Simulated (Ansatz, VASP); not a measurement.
# BAs in two plane-wave programs, part 3 of 3

Aim: how closely do two programs agree when they are given the same cell, functional and k mesh? The cell is taken from a series of runs on this material, whose earlier steps may have relaxed, scaled, displaced or heated it; both programs get it as it stands.

VASP 6.6.1 and Ansatz 0.2.0.

So far: Set-up; Ansatz: zone-centre phonons, LDA; VASP: zone-centre phonons, LDA.

### 3. VASP: zone-centre phonons, LDA (continued)

Level of this step: LDA; plane waves and PAW (B, As) (VASP).

Numbers of over 12 decimals in the logs are rounded to 6 here.

OUTCAR, selected parts (step 3):

```text
ion  position               nearest neighbor table
   1  0.000  0.000  0.000-   2 2.08   2 2.08   2 2.08   2 2.08
   2  0.750  0.750  0.750-   1 2.08   1 2.08   1 2.08   1 2.08

  LATTYP: Found a body centered tetragonal cell.
 ALAT       =     3.4461639132
 C/A-ratio  =     1.3513666390

 Subroutine GETGRP returns: Found  8 space group operations
 (whereof  8 operations were pure point group operations)

The static configuration has the point symmetry D_2d.

 Found    163 irreducible k-points:

   k-points           NKPTS =    163   k-points in BZ     NKDIM =    163   number of bands    NBANDS=     10

   dimension x,y,z NGX =    28 NGY =   28 NGZ =   28
   dimension x,y,z NGXF=    56 NGYF=   56 NGZF=   56

   ENCUT  =  500.0 eV  36.75 Ry    6.06 a.u.   6.15  6.15  6.28*2*pi/ulx,y,z

   NELECT =       8.0000    total number of electrons

 k-points in reciprocal lattice and weights: Automatic mesh
   0.00000000  0.00000000  0.00000000       0.001
   0.08333333  0.00000000  0.00000000       0.005
   0.16666667  0.00000000  0.00000000       0.005
   0.25000000  0.00000000  0.00000000       0.005
   0.33333333  0.00000000  0.00000000       0.005
   0.41666667 -0.00000000  0.00000000       0.005
   0.50000000  0.00000000  0.00000000       0.002
   0.08333333  0.08333333  0.00000000       0.001
   0.16666667  0.08333333  0.00000000       0.005
[...]
-0.33333333  0.16666667  0.50000000       0.002
  -0.25000000  0.25000000  0.50000000       0.001

 average (electrostatic) potential at core
       1 -32.1407       2 -52.1456

  Total       -1.3632150     -1.3632150      0.1342729      0.0000000     -0.0000000     -0.0000000
  in kB      -78.9812430    -78.9812430      7.7794332      0.0000000     -0.0000000     -0.0000000
  external PRESSURE =     -50.0610176 kB  Pullay stress =       0.0000000 kB

  energy-cutoff  :      500.00
  volume of cell :       27.65
      direct lattice vectors                 reciprocal lattice vectors
     0.000000000  2.436805872  2.328515472    -0.205186636  0.205186636  0.214729086
     2.436805872  0.000000000  2.328515472     0.205186636 -0.205186636  0.214729086
     2.436805872  2.436805872  0.000000000     0.205186636  0.205186636 -0.214729086

 POSITION                                       TOTAL-FORCE (eV/Angst)
 -----------------------------------------------------------------------------------
      0.00000      0.00000      0.00000        -0.000000     -0.000000     -0.000000
      3.65521      3.65521      3.49277         0.000000      0.000000      0.000000
 -----------------------------------------------------------------------------------
    total drift:                                0.000000      0.000000      0.000000

 MACROSCOPIC STATIC DIELECTRIC TENSOR (including local field effects in DFT)
 ------------------------------------------------------
          10.142675    -0.000000     0.000000
          -0.000000    10.142675     0.000000
           0.000000    -0.000000     9.382520
 ------------------------------------------------------

 PIEZOELECTRIC TENSOR (including local field effects)  for field in x, y, z        (C/m^2)
          XX          YY          ZZ          XY          YZ          ZX
  --------------------------------------------------------------------------------
  x     0.00000     0.00000     0.00000     0.00000    -0.04802     0.00000
  y    -0.00000    -0.00000     0.00000     0.00000     0.00000    -0.04802
  z     0.00000     0.00000     0.00000    -0.09563     0.00000     0.00000

 BORN EFFECTIVE CHARGES (including local field effects) (in |e|, cummulative output)
 ---------------------------------------------------------------------------------
 ion    1
    1    -0.42169     0.00000     0.00000
    2     0.00000    -0.42169     0.00000
    3     0.00000     0.00000    -0.49159
 ion    2
    1     0.42169     0.00000     0.00000
    2     0.00000     0.42169     0.00000
    3     0.00000     0.00000     0.49159

 Eigenvectors and eigenvalues of the dynamical matrix
 ----------------------------------------------------

   1 f  =   20.249724 THz   127.232770 2PiTHz  675.458095 cm-1    83.746093 meV
             X         Y         Z           dx          dy          dz
      0.000000  0.000000  0.000000    -0.000000   -0.000000    0.934831
      3.655209  3.655209  3.492773    -0.000000   -0.000000   -0.355092

   2 f  =   20.127648 THz   126.465743 2PiTHz  671.386071 cm-1    83.241226 meV
             X         Y         Z           dx          dy          dz
      0.000000  0.000000  0.000000     0.934844    0.000000    0.000000
      3.655209  3.655209  3.492773    -0.355058    0.000000    0.000000

   3 f  =   20.127648 THz   126.465743 2PiTHz  671.386071 cm-1    83.241226 meV
             X         Y         Z           dx          dy          dz
      0.000000  0.000000  0.000000     0.000000   -0.934844   -0.000000
      3.655209  3.655209  3.492773     0.000000    0.355058    0.000000

   4 f/i=    0.000324 THz     0.002035 2PiTHz    0.010802 cm-1     0.001339 meV
             X         Y         Z           dx          dy          dz
      0.000000  0.000000  0.000000     0.000000   -0.000000    0.355092
      3.655209  3.655209  3.492773     0.000000   -0.000000    0.934831

   5 f/i=    0.001041 THz     0.006542 2PiTHz    0.034732 cm-1     0.004306 meV
             X         Y         Z           dx          dy          dz
      0.000000  0.000000  0.000000    -0.354340    0.022580    0.000000
      3.655209  3.655209  3.492773    -0.932952    0.059453    0.000000

   6 f/i=    0.001041 THz     0.006542 2PiTHz    0.034732 cm-1     0.004306 meV
             X         Y         Z           dx          dy          dz
      0.000000  0.000000  0.000000     0.022580    0.354340    0.000000
      3.655209  3.655209  3.492773     0.059453    0.932952    0.000000

 MACROSCOPIC STATIC DIELECTRIC TENSOR IONIC CONTRIBUTION
 ------------------------------------------------------
           0.074308    -0.000000     0.000000
          -0.000000     0.074308     0.000000
           0.000000     0.000000     0.099764
 ------------------------------------------------------

 ELASTIC MODULI CONTR FROM IONIC RELAXATION (kBar)
 Direction    XX          YY          ZZ          XY          YZ          ZX
 --------------------------------------------------------------------------------
 XX           0.0000      0.0000      0.0000      0.0000      0.0000      0.0000
 YY           0.0000      0.0000      0.0000      0.0000      0.0000      0.0000
 ZZ           0.0000      0.0000      0.0000      0.0000      0.0000      0.0000
 XY           0.0000      0.0000      0.0000   -146.6641     -0.0000     -0.0000
 YZ           0.0000      0.0000      0.0000     -0.0000   -123.2730      0.0000
 ZX           0.0000      0.0000      0.0000     -0.0000      0.0000   -117.7647
 --------------------------------------------------------------------------------

 PIEZOELECTRIC TENSOR IONIC CONTR  for field in x, y, z        (C/m^2)
          XX          YY          ZZ          XY          YZ          ZX
  --------------------------------------------------------------------------------
  x     0.00000     0.00000     0.00000     0.00000     0.09006    -0.00000
  y     0.00000     0.00000     0.00000     0.00000    -0.00000     0.08802
  z     0.00000     0.00000     0.00000     0.11382     0.00000     0.00000
```

### 4. Differences

Known differences besides the potentials themselves: the two LDA forms differ slightly; fixed occupations in Ansatz, narrow Gaussian smearing in VASP; VASP's response is taken on the typed mesh, Ansatz refines its own for the field response alone; the data sets hold 18 valence electrons in Ansatz (on its PAW soft_1 files) and 8 in VASP; the cutoff is 420 eV in Ansatz and 500 eV in VASP; VASP's log shows a relativistic correction to its local exchange, Ansatz's none. Total energies have different zeros and are not compared.

Both answers:

```
                                     quantity  Ansatz   VASP  difference
                                        ε∞ xx   10.15  10.14     +0.08 %
                                        ε∞ yy   10.15  10.14     +0.08 %
                                        ε∞ zz    9.39   9.38     +0.03 %
 Born charge of B1 (mean of the diagonal) (e)   -0.41  -0.44       +0.04
Born charge of As2 (mean of the diagonal) (e)    0.41   0.44       -0.04
                   optical mode 1 to 2 (cm⁻¹)   666.4  671.4     -0.75 %
                        optical mode 3 (cm⁻¹)   671.1  675.5     -0.64 %
```

Modes are paired by rising frequency, not by their patterns, so a pair may set unlike modes beside each other; they are those without the splitting of longitudinal modes.

### 5. Summary of results

| Item | Value |
| --- | --- |
| r.m.s. difference of the optical zone-centre modes, each program's sorted by frequency (zone-centre phonons, LDA) | 4.8 cm⁻¹ |
| difference in optical mode 1 to 2 (zone-centre phonons, LDA) | -0.7 % |

In words: The r.m.s. difference of the optical zone-centre modes, each program's sorted by frequency is 4.8 cm⁻¹ (zone-centre phonons, LDA). The data sets hold unlike numbers of valence electrons (18 in Ansatz and 8 in VASP), so part of the differences comes from the potentials. Among the rows given in per cent, the largest difference of the zone-centre phonons, LDA pair is in optical mode 1 to 2, -0.7 %. Such differences can come from data sets, numerical settings and the points named under the comparisons, not from the functional's error against experiment.

[Lines on the potential files, build, host, timing and source positions are cut from VASP's logs without a mark.]

[Logs are printed without paths, hosts, clocks, repeated set-up lines and the standing remarks that a program may print on its own settings, such as how far it seeks lower states.]

[Hosts, paths, dates, database ids (printed as entryN), source tags and the programs' standing remarks are cut or masked in the printed files.]
